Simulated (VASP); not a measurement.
# GaN (F-43m) in VASP: a series of runs

One crystal, GaN, is run at these levels: LDA; tasks: relaxation of cell and atoms.

Everything below comes from runs of VASP 6.6.1. Logs are shortened: lines on timing, memory, paths and dates and some standing lists are left out, and cuts for length are marked.

### 1 The crystal as given

Symmetry: F-43m, No. 216, cubic system. The conventional cell has a = 4.507 Å, b = 4.507 Å, c = 4.507 Å, α = 90.00°, β = 90.00°, γ = 90.00°. Ga (site symmetry -43m) has 4 N at 1.95 Å as nearest neighbours. N (site symmetry -43m) is surrounded by 4 Ga at 1.95 Å.

The cell is a database's computed one.

### 2 Relaxation of cell and atoms, LDA

INCAR reads:

```
SYSTEM = GaN
PREC = Accurate
ENCUT = 520
EDIFF = 1E-7
ISMEAR = 0
SIGMA = 0.02
LREAL = .FALSE.
LASPH = .TRUE.
NELM = 80
ALGO = Normal
ISIF = 3
LWAVE = .FALSE.
LCHARG = .FALSE.
GGA = CA
IBRION = 2
NSW = 80
EDIFFG = -0.002
```

KPOINTS reads:

```
regular mesh
0
G
  12 12 12
  0 0 0
```

POSCAR reads:

```
GaN
1.0
    0.0000000000      2.2535006100      2.2535006100
    2.2535006100      0.0000000000      2.2535006100
    2.2535006100      2.2535006100      0.0000000000
Ga N
1 1
Direct
    0.0000000000      0.0000000000      0.0000000000
    0.7500000000      0.7500000000      0.7500000000
```

Potentials or basis: VASP PAW LDA potentials, release 64 (Ga_d, N).

Command:

```sh
cat potpaw_LDA.64/Ga_d/POTCAR potpaw_LDA.64/N/POTCAR > POTCAR
mpirun -np 1 vasp_std > vasp.out
```

OUTCAR:

```text
SYSTEM = GaN
   PREC = Accurate
   ENCUT = 520
   EDIFF = 1E-7
   ISMEAR = 0
   LREAL = .FALSE.
   LASPH = .TRUE.
   NELM = 80
   ISIF = 3
   GGA = CA
   IBRION = 2
   NSW = 80
   EDIFFG = -0.002

 ion  position               nearest neighbor table
   1  0.000  0.000  0.000-   2 1.95   2 1.95   2 1.95   2 1.95
   2  0.750  0.750  0.750-   1 1.95   1 1.95   1 1.95   1 1.95

  LATTYP: Found a face centered cubic cell.
 ALAT       =     4.5070012200

  Lattice vectors:

 A1 = (   0.0000000000,   2.2535006100,   2.2535006100)
 A2 = (   2.2535006100,   0.0000000000,   2.2535006100)
 A3 = (   2.2535006100,   2.2535006100,   0.0000000000)

Analysis of symmetry for initial positions (statically):
=====================================================================
 Subroutine PRICEL returns:
 Original cell was already a primitive cell.

 Routine SETGRP: Setting up the symmetry group for a
 face centered cubic supercell.

 Subroutine GETGRP returns: Found 24 space group operations
 (whereof 24 operations were pure point group operations)
 out of a pool of 48 trial point group operations.

The static configuration has the point symmetry T_d .

Analysis of symmetry for dynamics (positions and initial velocities):
=====================================================================
 Subroutine PRICEL returns:
 Original cell was already a primitive cell.

 Routine SETGRP: Setting up the symmetry group for a
 face centered cubic supercell.

 Subroutine GETGRP returns: Found 24 space group operations
 (whereof 24 operations were pure point group operations)
 out of a pool of 48 trial point group operations.

The dynamic configuration has the point symmetry T_d .

 Subroutine INISYM returns: Found 24 space group operations
 (whereof 24 operations are pure point group operations),
 and found     1 'primitive' translations

----------------------------------------------------------------------------------------

                                     Primitive cell

  volume of cell :      22.8877

  direct lattice vectors                    reciprocal lattice vectors
     0.000000000  2.253500610  2.253500610    -0.221877020  0.221877020  0.221877020
     2.253500610  0.000000000  2.253500610     0.221877020 -0.221877020  0.221877020
     2.253500610  2.253500610  0.000000000     0.221877020  0.221877020 -0.221877020

  length of vectors
     3.186931125  3.186931125  3.186931125     0.384302272  0.384302272  0.384302272

  position of ions in fractional coordinates (direct lattice)
     0.000000000  0.000000000  0.000000000
     0.750000000  0.750000000  0.750000000

  ion indices of the primitive-cell ions
   primitive index   ion index
                 1           1
                 2           2

----------------------------------------------------------------------------------------

 KPOINTS: regular mesh

Automatic generation of k-mesh.
 Grid dimensions read from file:
 generate k-points for:   12   12   12

 Generating k-lattice:

  Cartesian coordinates                     Fractional coordinates (reciprocal lattice)
    -0.018489752  0.018489752  0.018489752     0.083333333  0.000000000  0.000000000
     0.018489752 -0.018489752  0.018489752     0.000000000  0.083333333  0.000000000
     0.018489752  0.018489752 -0.018489752     0.000000000  0.000000000  0.083333333

  Length of vectors
     0.032025189  0.032025189  0.032025189

  Shift w.r.t. Gamma in fractional coordinates (k-lattice)
     0.000000000  0.000000000  0.000000000

 Subroutine IBZKPT returns following result:
 ===========================================

 Found     72 irreducible k-points:

 Following reciprocal coordinates:
            Coordinates               Weight
  0.000000  0.000000  0.000000      1.000000
  0.083333  0.000000  0.000000      8.000000
  0.166667  0.000000  0.000000      8.000000
  0.250000  0.000000  0.000000      8.000000
  0.333333  0.000000  0.000000      8.000000
  0.416667  0.000000  0.000000      8.000000
[... 16 lines left out ...]
  0.500000  0.166667  0.000000     24.000000
 -0.416667  0.166667  0.000000     24.000000
 [... further k-points ...]
   k-points           NKPTS =     72   k-points in BZ     NKDIM =     72   number of bands    NBANDS=     13
   number of dos      NEDOS =    301   number of ions     NIONS =      2
   total plane-waves  NPLWV =  13824
   dimension x,y,z NGX =    24 NGY =   24 NGZ =   24
   dimension x,y,z NGXF=    48 NGYF=   48 NGZF=   48
   ions per type =               1   1
   NGX,Y,Z   is equivalent  to a cutoff of  12.52, 12.52, 12.52 a.u.
   NGXF,Y,Z  is equivalent  to a cutoff of  25.04, 25.04, 25.04 a.u.
 SYSTEM =  GaN
   PREC   = accura    normal or accurate (medium, high low for compatibility)
   ISTART =      0    job   : 0-new  1-cont  2-samecut
   ICHARG =      2    charge: 1-file 2-atom 10-const
   ISPIN  =      1    spin polarized calculation?
   LNONCOLLINEAR =      F non collinear calculations
   LSORBIT =      F    spin-orbit coupling
   LASPH  =      T    aspherical Exc in radial PAW
   ENCUT  =  520.0 eV  38.22 Ry    6.18 a.u.   5.93  5.93  5.93*2*pi/ulx,y,z
   NELM   =     80;   NELMIN=  2; NELMDL= -5     # of ELM steps
   EDIFF  = 0.1E-06   stopping-criterion for ELM
   LREAL  =      F    real-space projection
   EDIFFG = -.2E-02   stopping-criterion for IOM
   NSW    =     80    number of steps for IOM
   IBRION =      2    ionic relax: 0-MD 1-quasi-New 2-CG
   NFREE  =      1    steps in history (QN), initial steepest desc. (CG)
   ISIF   =      3    stress and relaxation
   ISYM   =      2    0-nonsym 1-usesym 2-fastsym
   POTIM  = 0.5000    time-step for ionic-motion
   TEBEG  =    0.0;   TEEND  =   0.0 temperature during run
   PSTRESS=    0.0 pullay stress
   NELECT =      18.0000    total number of electrons
   NUPDOWN=      -1.0000    fix difference up-down
   EMIN   =  10.00;   EMAX   =-10.00  energy-range for DOS
   EFERMI =   0.00;   METHOD = LEGACY
   ISMEAR =     0;   SIGMA  =   0.02  broadening in eV -4-tet -1-fermi 0-gaus
   EFERMI_NEDOS =   21; number of points for ismear=-14 and -15
   IALGO  =     38    algorithm
   IMIX   =      4    mixing-type and parameters
     AMIX     =   0.40;   BMIX     =  1.00
     AMIX_MAG =   1.60;   BMIX_MAG =  1.00
  volume/ion in A,a.u.               =      11.44        77.23
  Fermi-wavevector in a.u.,A,eV,Ry     =   1.511117  2.855596 31.068543  2.283473
  Thomas-Fermi vector in A             =   2.621216
   LORBIT       =      0    0 simple, 1 ext, 2 COOP (PROOUT), +10 PAW based schemes
   GGA     = CA    functional components
   LHFCALC =     F    Hartree Fock is set to
   AEXX    =    0.0000 exact exchange contribution
   IVDW    =     0    specifies the selected vdW correction
   LEPSILON=     F    determine dielectric tensor
   LRPA    =     F    only Hartree local field effects (RPA)
 conjugate gradient relaxation of ions
 non-spin polarized calculation
 Gauss-broadening in eV      SIGMA  =   0.02
  energy-cutoff  :      520.00
  volume of cell :       22.89
 maximum number of plane-waves:       636
   NGX = 11   NGY = 11   NGZ = 11

--------------------------------------- Ionic step        1  -------------------------------------------

 number of electron      18.0000002 magnetization

 Free energy of the ion-electron system (eV)
  ---------------------------------------------------
  ext. energy  EPLUGINS =         0.00000000
  ---------------------------------------------------
  free energy    TOTEN  =       -13.93311485 eV

  energy without entropy =      -13.93311485  energy(sigma->0) =      -13.93311485

------------------------ aborting loop because EDIFF is reached ----------------------------------------

  FORCE on cell =-STRESS in cart. coord.  units (eV):
  Direction    XX          YY          ZZ          XY          YZ          ZX
  --------------------------------------------------------------------------------------
  -------------------------------------------------------------------------------------
  Total       -0.7878912     -0.7878912     -0.7878912      0.0000000      0.0000000      0.0000000
  in kB      -55.1535889    -55.1535889    -55.1535889      0.0000000      0.0000000      0.0000000
  external PRESSURE =     -55.1535889 kB  Pullay stress =       0.0000000 kB
[... 57 lines left out ...]
  energy  without entropy=      -13.9330041030  energy(sigma->0) =      -13.93300410

--------------------------------------- Ionic step        3  -------------------------------------------

 number of electron      18.0000015 magnetization

 Free energy of the ion-electron system (eV)
  ---------------------------------------------------
  ext. energy  EPLUGINS =         0.00000000
  ---------------------------------------------------
  free energy    TOTEN  =       -13.94466408 eV

  energy without entropy =      -13.94466408  energy(sigma->0) =      -13.94466408

 E-fermi :   5.4738     XC(G=0): -12.2729

 val. band max:        5.3538055856   @ k =   0.0000   0.0000   0.0000
 cond. band min:       7.2887749034   @ k =   0.0000   0.0000   0.0000
 fundamental gap:      1.9349693178
 Fermi energy:         5.4738494440

 k-point     1 :       0.0000    0.0000    0.0000
  band No.  band energies     occupation
      1     -10.7025      2.00000
      2      -8.2296      2.00000
      3      -8.2296      2.00000
      4      -8.2296      2.00000
      5      -7.8816      2.00000
      6      -7.8816      2.00000
      7       5.3538      2.00000
      8       5.3538      2.00000
      9       5.3538      2.00000
     10       7.2888      0.00000
     11      15.6439      0.00000
     12      15.6439      0.00000
     13      15.6439      0.00000
[... 353 lines left out ...]
 k-point    24 :      -0.4167    0.1667    0.0000
  band No.  band energies     occupation
      1      -9.6818      2.00000
      2      -8.1281      2.00000
      3      -8.0783      2.00000
      4      -7.8811      2.00000
      5      -7.8467      2.00000
      6      -6.3207      2.00000
      7      -1.4988      2.00000
      8       2.7499      2.00000
      9       3.9980      2.00000
     10      11.4107      0.00000
     11      12.8317      0.00000
     12      15.6503      0.00000
     13      16.5210      0.00000

 [... further k-points ...]
[... 5 lines left out ...]
  --------------------------------------------------------------------------------------
  -------------------------------------------------------------------------------------
  Total       -0.0039886     -0.0039886     -0.0039886      0.0000000      0.0000000      0.0000000
  in kB       -0.2873731     -0.2873731     -0.2873731      0.0000000      0.0000000      0.0000000
  external PRESSURE =      -0.2873731 kB  Pullay stress =       0.0000000 kB
[... 17 lines left out ...]
  FREE ENERGIE OF THE ION-ELECTRON SYSTEM (eV)
  ---------------------------------------------------
  free  energy   TOTEN  =       -13.9446640774 eV

  energy  without entropy=      -13.9446640774  energy(sigma->0) =      -13.94466408

 reached required accuracy - stopping structural energy minimisation
```

Wall time 20 s (1 thread of Intel Xeon Platinum 8488C (Sapphire Rapids), shared host); peak memory 0.14 GiB.

What came out:

```yaml
Free_energy: -13.9447 eV
Relaxed_volume: 11.12 Å³/atom
Relaxed_cell: a = 3.156 Å, b = 3.156 Å, c = 3.156 Å, α = 60.00°, β = 60.00°, γ = 60.00°
Space_group_after_relaxing_to_0.05_Å: F-43m (No. 216)
Energy_gained_by_relaxing: 5.8 meV/atom
Ionic_steps: 3
Pressure_after_relaxing: 0.0 GPa
Band_gap_on_the_k_mesh: 1.94 eV, direct
```

The path:
```tsv
step	energy change (eV)	largest force (eV/Å)	pressure (GPa)	volume (Å³)
1	0.0000	0.0000	-5.52	22.89
2	0.0001	0.0000	6.08	21.61
3	-0.0115	0.0000	-0.03	22.24
```

Final structure:
```cif
data_structure
_symmetry_space_group_name_H-M 'P 1'
_symmetry_Int_Tables_number 1
_cell_length_a 3.1565
_cell_length_b 3.1565
_cell_length_c 3.1565
_cell_angle_alpha 60.000
_cell_angle_beta 60.000
_cell_angle_gamma 60.000
_cell_volume 22.24
loop_
_atom_site_label
_atom_site_type_symbol
_atom_site_fract_x
_atom_site_fract_y
_atom_site_fract_z
_atom_site_occupancy
Ga1 Ga 0.00000 0.00000 0.00000 1
N1 N 0.75000 0.75000 0.75000 1
```

### 3 Relaxation of cell and atoms, LDA

This run uses another cell than the first one, of 11.12 Å³/atom, 0.972 times its volume.

INCAR is that of step 2.

KPOINTS is that of step 2.

POSCAR reads:

```
GaN                                     
1.0
    0.0000000000      2.2319521009      2.2319521009
    2.2319521009      0.0000000000      2.2319521009
    2.2319521009      2.2319521009      0.0000000000
  Ga              N             
     1     1
Direct
     0.0000000000000000    0.0000000000000000    0.0000000000000000
     0.7500000000000000    0.7500000000000000    0.7500000000000000
```

Potentials or basis: VASP PAW LDA potentials, release 64 (Ga_d, N).

Command:

```sh
cat potpaw_LDA.64/Ga_d/POTCAR potpaw_LDA.64/N/POTCAR > POTCAR
mpirun -np 1 vasp_std > vasp.out
```

Wall time 15 s (1 thread of Intel Xeon Platinum 8488C (Sapphire Rapids), shared host); peak memory 0.14 GiB.

Results (log left out):

```
Free energy                            : -13.9443 eV
Relaxed volume                         : 11.12 Å³/atom
Relaxed cell                           : a = 3.156 Å, b = 3.156 Å, c = 3.156 Å, α = 60.00°, β = 60.00°, γ = 60.00°
Space group after relaxing (to 0.05 Å) : F-43m (No. 216)
Energy gained by relaxing              : 0.0 meV/atom
Ionic steps                            : 3
Pressure after relaxing                : 0.0 GPa
Band gap on the k mesh                 : 1.94 eV, direct
```

Final structure:
```xyz
2
Lattice="0.0000 2.2318 2.2318 2.2318 0.0000 2.2318 2.2318 2.2318 0.0000" Properties=species:S:1:pos:R:3 pbc="T T T"
Ga    0.0000    0.0000    0.0000
N     3.3476    3.3476    3.3476
```

Levels at points of the mesh, in eV from the valence-band top:
```csv
k point,band 6,band 7,band 8,band 9,band 10,band 11,band 12,band 13
"(0.00, 0.00, 0.00)",-13.24,0.00,0.00,0.00,1.94,10.29,10.29,10.29
"(0.50, 0.00, 0.00)",-11.86,-7.31,-1.02,-1.02,4.74,8.74,10.36,10.36
"(0.50, 0.50, 0.00)",-11.38,-6.33,-2.84,-2.84,3.26,6.65,11.71,14.06
```
